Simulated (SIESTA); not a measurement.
Pb under changes of volume

One of the cells (30.323 Å³/atom); the others are scaled copies at fixed shape and fractional positions:

```
Pb
1.0
     0.00000    2.47502    2.47502
     2.47502    0.00000    2.47502
     2.47502    2.47502    0.00000
Pb
1
Cartesian
  0.0000 0.0000 0.0000
```

* Program: SIESTA 5.4.2
* Functional: LDA
* Potentials or basis: PseudoDojo 0.4 standard (LDA files)
* Basis: DZP (energy shift 0.003 Ry; two zetas on semicore shells)
* Grid cutoff: 500 Ry
* Energy shift: 0.003 Ry
* k mesh: 9 × 9 × 9
* Occupations: fermi-dirac, width 0.05 eV
* Spin: no spin polarisation

```tsv
volume (Å³/atom)	energy over the lowest point (meV/atom)	pressure (GPa)
28.503	?	?
29.110	0.00	0.3
29.716	0.74	-0.7
30.323	5.04	-1.6
30.929	12.63	-2.4
31.535	22.93	-3.0
32.142	35.68	-3.7
```

Task: What does the run at 28.503 Å³/atom give?

Result: Energy over the lowest point 3.42 meV/atom; pressure 1.5 GPa.

Worked out: A Birch-Murnaghan fit of order 3 (a polynomial in V^(-2/3)) to the other rows has its minimum at 29.30 Å³/atom with B0 = V·E''(V) = 51 GPa and B' = 5.5. It gives 3.48 meV/atom at 28.503 Å³/atom, against the run's 3.42, and -dE/dV = 1.5 GPa, against 1.5.

Energies are extrapolated to zero smearing.

Caveats: the basis of atomic orbitals isn't converged, which shifts pressures, moduli and gaps.
